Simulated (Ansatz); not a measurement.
# O on Cr(110): change of the work function, part 5 of 5

Aim: the work function of Cr(110) at several coverages of O (hollow site), and the dipole that each adsorbate carries.

Ansatz 0.2.0; plane-wave DFT, PBE-D3(BJ), Ansatz PAW.

So far, work function, upper face (eV): step 2 (the clean slab) 4.77; step 4 (the covered slab, k-mesh 7×7×1, coverage 0.5 ML) 5.53; step 5 (adsorbate added, k-mesh 13×13×1, coverage 1 ML) 6.98; step 7 (the slab at 0.25 ML, atoms frozen) 4.84; step 8 (the substrate of the 0.25 ML cell alone) 4.81.

## 11. A changed input: scf.mixing.algorithm = "msr1" and scf.mixing.beta = 0.2

This step: plane-wave DFT, PBE-D3(BJ), Ansatz PAW (Ansatz 0.2.0).

System of this step: Cr4O (O/Cr(110)). The cell holds 5 atoms: 4 Cr and 1 O. Cell: a = 2.494 Å, b = 2.494 Å, c = 25.417 Å, α = 90.0°, β = 90.0°, γ = 70.5°. Vacuum lies along c.

A run with a changed input: it repeats the earlier run at 1 ML with scf.mixing.algorithm to msr1 and scf.mixing.beta to 0.2.

Input file input.yaml:

```yaml
crystal:
  lattice:
    - [2.0364675298, -1.44, 0.0]
    - [2.0364675298, 1.44, 0.0]
    - [0.0, 0.0, 25.4166440476]
  atoms:
    - { symbol: Cr, position: [0.0, 0.0, 0.3540986758] }
    - { symbol: Cr, position: [0.5, 0.5, 0.4342220597] }
    - { symbol: Cr, position: [0.0, 0.0, 0.5121623783] }
    - { symbol: Cr, position: [0.5, 0.5, 0.5864297838] }
    - { symbol: O, position: [0.84, 0.84, 0.6459013242] }
kpoints:
  mp_grid: { grid: [13, 13, 1] }
hamiltonian:
  xc: pbe
  dispersion: d3bj
scf:
  occupations: { method: fermi_dirac, width: 0.1 }
  convergence: { dr2_threshold: 1.0e-08 }
  mixing: { algorithm: msr1, beta: 0.2 }
efield:
  axis: 3
  dipole_correction: true
  ramp_position: 0.97
  ramp_width: 0.06
relax:
  f_tol: 0.02
  max_steps: 60
  constraints: [{ sites: [0, 1] }]
output:
  bader: true
  write_potential: true
  write_density: true
  volumetric_format: npy
```

The run is started by

```
$ ansatz run input.yaml --threads 4 --pin off --max-ram 6144MiB --backend cpu --events-out ev --progress --plain --runs-dir out
```

Numbers of over 12 decimals in the logs are rounded to 6 here.

What it wrote:

```text
[...]
Crystal: 5 atoms, lattice volume = 149.069 Å³
Basis set: ecut = 420 eV, 2907 PW (Γ), exchange–correlation on 36×36×360 points (8 copies of the dense FFT grid, shifted against one another)
Bands: 38, of which v1, the nominal top of the filled ones, is band 31 counted from 1 (30 counted from 0)
Symmetry: 2 space group operations
[...]
k-points: 49 of 169 (time reversal used)
[...]
SCF iter   1: F=—  HF=-14077.356965 eV  |F-HF|=—  |Δ(HF+E_count)|=         —  Δρ=2.11e-2  dr2=4.22e0  ethr=1.77e-3  p=-0.102 e·Å  D=-1.24e-1 V/Å  ΔV_dip=3.16 eV  dr2_dipole=6.42e-3  V_vac-E_F(+/−)=7.37/4.21 eV  ⟨swp⟩=8.4  Hψ=8697  notcnv=0
[...]
SCF iter  12: F=-14077.225133 eV  HF=-14077.225133 eV  |F-HF|=1.52e-8  |Δ(HF+E_count)|=   2.39e-8  Δρ=9.49e-7  dr2=2.11e-9  ethr=1.61e-11  p=-0.109 e·Å  D=-1.33e-1 V/Å  ΔV_dip=3.37 eV  dr2_dipole=4.71e-11  V_vac-E_F(+/−)=8.22/4.86 eV  ⟨swp⟩=10.3  Hψ=13290  notcnv=0
SCF 1 converged in 12 iterations: F = -14077.225133 eV  dr2 = 2.11e-9
[...]
relax step   1: F+E_penalty+E_count = -14077.22513292 eV  Δ(F+E_penalty+E_count) = +0.000e0 eV  max|allowed force component| = 6.115e0 eV/Å  Δτ_max = 0.0000 Å  (12 SCF iters, accepted)
[...]
SCF iter  10: F=-14078.380902 eV  HF=-14078.380902 eV  |F-HF|=5.77e-9  |Δ(HF+E_count)|=   8.35e-8  Δρ=1.58e-6  dr2=7.26e-9  ethr=1.61e-11  p=-0.090 e·Å  D=-1.09e-1 V/Å  ΔV_dip=2.77 eV  dr2_dipole=1.05e-11  V_vac-E_F(+/−)=7.62/4.85 eV  ⟨swp⟩=9.1  Hψ=14922  notcnv=0
SCF 2 converged in 10 iterations: F = -14078.380902 eV  dr2 = 7.26e-9
[...]
relax step   2: F+E_penalty+E_count = -14078.38090200 eV  Δ(F+E_penalty+E_count) = -1.156e0 eV  max|allowed force component| = 3.127e0 eV/Å  Δτ_max = 0.1914 Å  (10 SCF iters, accepted)
[...]
SCF iter   9: F=-14078.582147 eV  HF=-14078.582147 eV  |F-HF|=3.46e-7  |Δ(HF+E_count)|=   8.11e-7  Δρ=2.71e-6  dr2=4.96e-9  ethr=1.61e-11  p=-0.060 e·Å  D=-7.26e-2 V/Å  ΔV_dip=1.85 eV  dr2_dipole=2.42e-10  V_vac-E_F(+/−)=6.69/4.85 eV  ⟨swp⟩=9.0  Hψ=15790  notcnv=0
SCF 3 converged in 9 iterations: F = -14078.582147 eV  dr2 = 4.96e-9
relax step   3: F+E_penalty+E_count = -14078.58214717 eV  Δ(F+E_penalty+E_count) = -2.012e-1 eV  max|allowed force component| = 1.074e0 eV/Å  Δτ_max = 0.1932 Å  (9 SCF iters, accepted)
[...]
relax step   4: F+E_penalty+E_count = -14078.60952733 eV  Δ(F+E_penalty+E_count) = -2.738e-2 eV  max|allowed force component| = 8.867e-2 eV/Å  Δτ_max = 0.0338 Å  (8 SCF iters, accepted)
[...]
relax step   5: F+E_penalty+E_count = -14078.60987636 eV  Δ(F+E_penalty+E_count) = -3.490e-4 eV  max|allowed force component| = 2.715e-2 eV/Å  Δτ_max = 0.0090 Å  (7 SCF iters, accepted)
SCF iter   1: F=—  HF=-14078.610015 eV  |F-HF|=—  |Δ(HF+E_count)|=         —  Δρ=4.35e-4  dr2=2.07e-4  ethr=7.02e-6  p=-0.069 e·Å  D=-8.39e-2 V/Å  ΔV_dip=2.13 eV  dr2_dipole=7.09e-6  V_vac-E_F(+/−)=6.98/4.85 eV  ⟨swp⟩=2.2  Hψ=3341  notcnv=0
[...]
SCF iter   6: F=-14078.609938 eV  HF=-14078.609938 eV  |F-HF|=1.12e-8  |Δ(HF+E_count)|=   1.66e-8  Δρ=1.34e-6  dr2=3.93e-9  ethr=1.61e-11  p=-0.069 e·Å  D=-8.37e-2 V/Å  ΔV_dip=2.13 eV  dr2_dipole=1.30e-9  V_vac-E_F(+/−)=6.98/4.85 eV  ⟨swp⟩=10.4  Hψ=13448  notcnv=0
SCF 6 converged in 6 iterations: F = -14078.609938 eV  dr2 = 3.93e-9
relax step   6: F+E_penalty+E_count = -14078.60993805 eV  Δ(F+E_penalty+E_count) = -6.170e-5 eV  max|allowed force component| = 2.039e-3 eV/Å  Δτ_max = 0.0048 Å  (6 SCF iters, accepted)
[...]
SCF converged after 6 iterations
Free energy (F): -14078.609938 eV
[...]
Internal energy: -14078.479410 eV  (E = F + TS)
E sigma→0 (E₀):  -14078.544674 eV
Entropy (-TS):   -0.130528 eV (-26.106 meV/atom)
Fermi energy:    2.619834 eV
Dipole field:    D = -0.083779 V/Å  (p = -0.069018 e·Å, saw-weighted, corrected)
Work function:   Φ+ = 6.9792 eV   Φ− = 4.8498 eV
[...]
--- Forces (eV/Å), atoms counted from 1 ---
  atom   1  Cr     0.00006574     0.00000000     0.89620814
  atom   2  Cr    -0.00210841     0.00000000    -0.89652170
  atom   3  Cr     0.00094154     0.00000000    -0.00158507
  atom   4  Cr     0.00203948     0.00000000     0.00180547
  atom   5  O     -0.00085634     0.00000000     0.00011891
  max |Σ_I F_I| component: 8.20e-5 eV/Å
--- Band table (eV; the first three rows and the last of 49) ---
  k-point 0: bands = [... 27 lower, 1.6290, 1.6749, 1.8355, 2.2465, 2.4075, 3.0358, 3.3708, 3.4480, ... 3 higher]
  k-point 1: bands = [... 27 lower, 1.5857, 1.6349, 1.8360, 2.2421, 2.4843, 2.6676, 3.2311, 3.4726, ... 3 higher]
  k-point 2: bands = [... 27 lower, 1.3298, 1.4738, 1.9443, 2.0913, 2.3462, 2.7521, 3.1095, 3.4013, ... 3 higher]
  k-point 48: bands = [... 27 lower, 1.8058, 2.2890, 2.9633, 3.4199, 3.5155, 3.7340, 3.8627, 4.5270, ... 3 higher]
--- Relaxed structure (6 steps of the walk, 6 accepted, 0 SCFs on fresh bases) ---
  F+E_penalty+E_count = -14078.60993805 eV   max|allowed force component| = 2.039e-3 eV/Å
  atoms:
    - { symbol: Cr, position: [0.0, 0.0, 0.3540986758] }
    - { symbol: Cr, position: [0.5, 0.5, 0.4342220597] }
    - { symbol: Cr, position: [0.00572467, 0.00572467, 0.511967] }
    - { symbol: Cr, position: [0.522206, 0.522206, 0.591564] }
    - { symbol: O, position: [0.882197, 0.882197, 0.634584] }
--- Bader charges: 5 sites ---
  site symbol  charge [e]  shift [e]
     0     Cr     -0.0421     0.0000
     1     Cr      0.0384     0.0000
     2     Cr      0.0199     0.0003
     3     Cr      0.8561     0.0025
     4      O     -0.8723     0.0028
  estimated error of the sums over rays = 6.0e-4 e
```

It took 29 s on 4 threads of Intel Xeon 6975P-C (Granite Rapids), shared host; peak memory 0.6 GiB; 1.9 min of CPU time.

The steps of the relaxation:

```tsv
step	energy less that of the first step (eV)	largest force component (eV/Å)
1	0.0000	6.1151
2	-1.1558	3.1274
3	-1.3570	1.0736
4	-1.3844	0.0887
5	-1.3847	0.0272
6	-1.3848	0.0020
```

The run keeps the 2 symmetry operations that it works with, so distortions that break them were not tested.

The atoms that moved most (Å):

```tsv
atom	dx	dy	dz	length
O5	0.172	0.000	-0.288	0.335
Cr4	0.090	0.000	0.130	0.159
Cr3	0.023	0.000	-0.005	0.024
```

The relaxed structure:

```cif
data_structure
_symmetry_space_group_name_H-M 'P 1'
_symmetry_Int_Tables_number 1
_cell_length_a 2.4942
_cell_length_b 2.4942
_cell_length_c 25.4166
_cell_angle_alpha 90.000
_cell_angle_beta 90.000
_cell_angle_gamma 70.529
_cell_volume 149.07
loop_
_atom_site_label
_atom_site_type_symbol
_atom_site_fract_x
_atom_site_fract_y
_atom_site_fract_z
_atom_site_occupancy
Cr1 Cr 0.00000 0.00000 0.35410 1
Cr2 Cr 0.50000 0.50000 0.43422 1
Cr3 Cr 0.00572 0.00572 0.51197 1
Cr4 Cr 0.52221 0.52221 0.59156 1
O5 O 0.88220 0.88220 0.63458 1
```

Numbers from this step:

| Quantity | Value |
| --- | --- |
| energy at zero smearing | -14078.5447 eV |
| work function, upper face | 6.979 eV |
| work function, lower face | 4.850 eV |
| dipole along the normal | -0.06902 e·Å |
| step between the vacuum levels | 2.129 eV |

```tsv
quantity	this run	earlier run	difference
work function, upper face (eV)	6.979	6.979	2.5e-4
work function, lower face (eV)	4.850	4.850	-3.7e-4
dipole along the normal (e·Å)	-0.06902	-0.06900	-2.0e-5
```

Nothing in the table moves by 0.01 in its unit (for the dipole 0.5 % and 5e-5 e·Å). The run took 52 SCF cycles against 54.

From the first step to the last the energy fell by 1.385 eV, and the largest move was 0.34 Å (O5).

## 12. Varying the input: efield.amplitude = -0.3

System of this step: Cr(110). The cell holds 4 atoms: 4 Cr. Its edges and angles: a = 2.494 Å, b = 2.494 Å, c = 24.109 Å, α = 90.0°, β = 90.0°, γ = 70.5°. Vacuum lies along c.

Another changed input: it repeats the earlier run at 0 ML with efield.amplitude to -0.3.

Input file input.yaml:

```yaml
crystal:
  lattice:
    - [2.0364675298, -1.44, 0.0]
    - [2.0364675298, 1.44, 0.0]
    - [0.0, 0.0, 24.1094025895]
  atoms:
    - { symbol: Cr, position: [0.0, 0.0, 0.3732983415] }
    - { symbol: Cr, position: [0.5, 0.5, 0.4577661138] }
    - { symbol: Cr, position: [0.0, 0.0, 0.5422338862] }
    - { symbol: Cr, position: [0.5, 0.5, 0.6267016585] }
kpoints:
  mp_grid: { grid: [13, 13, 1] }
hamiltonian:
  xc: pbe
  dispersion: d3bj
scf:
  occupations: { method: fermi_dirac, width: 0.1 }
  convergence: { dr2_threshold: 1.0e-08 }
efield:
  axis: 3
  dipole_correction: true
  ramp_position: 0.97
  ramp_width: 0.06
  amplitude: -0.3
relax:
  f_tol: 0.02
  max_steps: 60
  constraints: [{ sites: [0, 1] }]
output:
  write_potential: true
  write_density: true
  volumetric_format: npy
```

What it wrote:

```text
[...]
Crystal: 4 atoms, lattice volume = 141.402 Å³
Basis set: ecut = 420 eV, 2751 PW (Γ), exchange–correlation on 36×36×324 points (8 copies of the dense FFT grid, shifted against one another)
Bands: 34, of which v1, the nominal top of the filled ones, is band 28 counted from 1 (27 counted from 0)
Symmetry: 4 space group operations
k-points: 49 of 169
[...]
SCF iter   1: F=—  HF=-13516.795410 eV  |F-HF|=—  |Δ(HF+E_count)|=         —  Δρ=1.40e-1  dr2=3.56e1  ethr=3.10e-3  p=-0.093 e·Å  D=-1.19e-1 V/Å  ΔV_dip=2.87 eV  dr2_dipole=2.75e-2  V_vac-E_F(+/−)=3.93/7.72 eV  ⟨swp⟩=9.7  Hψ=18158  notcnv=0
[...]
SCF iter  14: F=-13509.910893 eV  HF=-13509.910893 eV  |F-HF|=5.64e-11  |Δ(HF+E_count)|=   2.59e-9  Δρ=9.66e-7  dr2=2.37e-9  ethr=1.79e-11  p=-0.097 e·Å  D=-1.24e-1 V/Å  ΔV_dip=3.00 eV  dr2_dipole=3.14e-11  V_vac-E_F(+/−)=3.02/6.67 eV  ⟨swp⟩=9.4  Hψ=11182  notcnv=0
SCF 1 converged in 14 iterations: F = -13509.910893 eV  dr2 = 2.37e-9
[...]
relax step   1: F+E_penalty+E_count = -13509.91089347 eV  Δ(F+E_penalty+E_count) = +0.000e0 eV  max|allowed force component| = 8.286e-1 eV/Å  Δτ_max = 0.0000 Å  (14 SCF iters, accepted)
Bands: 40, of which v1, the nominal top of the filled ones, is band 28 counted from 1 (27 counted from 0)
[...]
SCF iter   1: F=—  HF=-13510.042124 eV  |F-HF|=—  |Δ(HF+E_count)|=         —  Δρ=2.06e-2  dr2=2.06e0  ethr=3.10e-3  p=-0.097 e·Å  D=-1.24e-1 V/Å  ΔV_dip=3.00 eV  dr2_dipole=2.78e-1  V_vac-E_F(+/−)=3.04/6.67 eV  ⟨swp⟩=4.6  Hψ=5584  notcnv=0
[...]
SCF iter  11: F=-13509.976228 eV  HF=-13509.976228 eV  |F-HF|=2.66e-9  |Δ(HF+E_count)|=   1.11e-8  Δρ=1.18e-6  dr2=3.04e-9  ethr=1.79e-11  p=-0.093 e·Å  D=-1.19e-1 V/Å  ΔV_dip=2.87 eV  dr2_dipole=7.93e-12  V_vac-E_F(+/−)=2.92/6.69 eV  ⟨swp⟩=10.2  Hψ=12353  notcnv=0
SCF 2 converged in 11 iterations: F = -13509.976228 eV  dr2 = 3.04e-9
[...]
relax step   2: F+E_penalty+E_count = -13509.97622846 eV  Δ(F+E_penalty+E_count) = -6.533e-2 eV  max|allowed force component| = 3.607e-1 eV/Å  Δτ_max = 0.1328 Å  (11 SCF iters, accepted)
[...]
SCF iter  11: F=-13509.987511 eV  HF=-13509.987511 eV  |F-HF|=3.73e-9  |Δ(HF+E_count)|=   1.89e-8  Δρ=1.78e-6  dr2=6.49e-9  ethr=1.79e-11  p=-0.090 e·Å  D=-1.15e-1 V/Å  ΔV_dip=2.78 eV  dr2_dipole=3.81e-10  V_vac-E_F(+/−)=2.87/6.70 eV  ⟨swp⟩=10.1  Hψ=12234  notcnv=0
SCF 3 converged in 11 iterations: F = -13509.987511 eV  dr2 = 6.49e-9
relax step   3: F+E_penalty+E_count = -13509.98751085 eV  Δ(F+E_penalty+E_count) = -1.128e-2 eV  max|allowed force component| = 1.290e-2 eV/Å  Δτ_max = 0.0698 Å  (11 SCF iters, accepted)
[...]
WARN: The input density's exchange-correlation potential varies sharply where the density is thin. Do not read a vacuum level from v_tot or v_xc, or from such a field of the output density. On a cell that repeats whose density bears no net charge and no dipole along the vacuum's axis use v_es (v_loc + v_h of the components); under efield.dipole_correction with no amplitude use v_es + v_field, which holds any external [...]
SCF converged after 11 iterations
Free energy (F): -13509.987511 eV
[...]
Internal energy: -13509.832863 eV  (E = F + TS)
E sigma→0 (E₀):  -13509.910187 eV
Entropy (-TS):   -0.154647 eV (-38.662 meV/atom)
Fermi energy:    3.237200 eV
Dipole field:    D = -0.115378 V/Å  (p = -0.090160 e·Å, saw-weighted, corrected)
Work function:   not extracted (applied field tilts the vacuum); planar V_es + V_field profile in the machine report
[...]
--- Forces (eV/Å), atoms counted from 1 ---
  atom   1  Cr     0.00000000     0.00000000     0.77532869
  atom   2  Cr    -0.00000000     0.00000000    -0.79416144
  atom   3  Cr     0.00000000     0.00000000     0.01289821
  atom   4  Cr     0.00000000     0.00000000     0.00592769
  max |Σ_I F_I| component: 6.85e-6 eV/Å
--- Band table (eV; the first three rows and the last of 49) ---
  k-point 0: bands = [... 24 lower, 2.2589, 2.3511, 2.4081, 2.4087, 3.1694, 3.4845, 4.0612, 4.0724, ... 8 higher]
  k-point 1: bands = [... 24 lower, 2.1051, 2.3071, 2.4707, 2.6385, 2.9503, 3.5529, 3.7182, 3.9816, ... 8 higher]
  k-point 2: bands = [... 24 lower, 2.0127, 2.1529, 2.4379, 2.7331, 2.9955, 3.0905, 3.8844, 3.9410, ... 8 higher]
  k-point 48: bands = [... 24 lower, 2.0971, 3.4149, 3.5908, 4.0631, 4.1738, 4.3456, 4.7367, 5.2016, ... 8 higher]
--- Relaxed structure (3 steps of the walk, 3 accepted, 0 SCFs on fresh bases) ---
  F+E_penalty+E_count = -13509.98751085 eV   max|allowed force component| = 1.290e-2 eV/Å
  atoms:
    - { symbol: Cr, position: [0.0, 0.0, 0.3732983415] }
    - { symbol: Cr, position: [0.500000, 0.500000, 0.4577661138] }
[...]
- { symbol: Cr, position: [0.500000, 0.500000, 0.618298] }
```

Run time: 12 s. Hardware: 4 threads; peak memory 0.59 GiB; 46 s of CPU time.

Relaxation path:

```tsv
step	energy less that of the first step (eV)	largest force component (eV/Å)
1	0.0000	0.8286
2	-0.0653	0.3607
3	-0.0766	0.0129
```

The run keeps the 4 symmetry operations that it works with, so distortions that break them were not tested.

The atoms that moved most (Å):

```tsv
atom	dx	dy	dz	length
Cr4	0.000	0.000	-0.203	0.203
Cr3	0.000	0.000	-0.056	0.056
```

The relaxed structure:

```
Cr
1.0
     2.03647   -1.44000    0.00000
     2.03647    1.44000    0.00000
     0.00000    0.00000   24.10940
Cr
4
Direct
  0.00000 0.00000 0.37330
  0.50000 0.50000 0.45777
  0.00000 0.00000 0.53993
  0.50000 0.50000 0.61830
```

Numbers from this step:

```
energy at zero smearing : -13509.9102 eV
dipole along the normal : -0.09016 e·Å
```

```tsv
quantity	this run	earlier run	difference
dipole along the normal (e·Å)	-0.09016	0.005063	-0.095
```

The applied field differs between the two, so the dipoles differ in any case.

## 13. What came out

| Item | Value |
| --- | --- |
| work function of the clean face | 4.77 eV |
| work function at 0.25 ML | 4.84 eV |
| work function at 0.5 ML | 5.53 eV |
| work function at 1 ML | 6.98 eV |
| dipole per adsorbate at 0.25 ML, positive end outwards | -0.06 D |
| step of the potential from the moved charge at 0.25 ML, upper less lower side, atoms held | 0.0493 eV |

In words: At the lowest coverage O changes the work function of Cr(110) by under 0.15 eV, within the error of so thin a slab; the largest change, +2.21 eV, comes at higher coverage. The slab has 4 layers, at the tabulated experimental lattice constant, one starting site was run, and quantum-size effects of a slab this thin can reach one or two tenths of an eV. The main runs have no spin polarisation; a magnetic state could lie lower and would change these results.

[Logs are printed without paths, hosts, clocks, repeated set-up lines and the standing remarks that a program may print on its own settings, such as how far it seeks lower states.]

[Hosts, paths, dates, database ids (printed as entryN), source tags and the programs' standing remarks are cut or masked in the printed files.]

[Maps of the electrostatic potential energy from Ansatz leave out the sawtooth potential of an applied field or a dipole correction, so their vacuum need not be flat; planar profiles and work functions include it.]
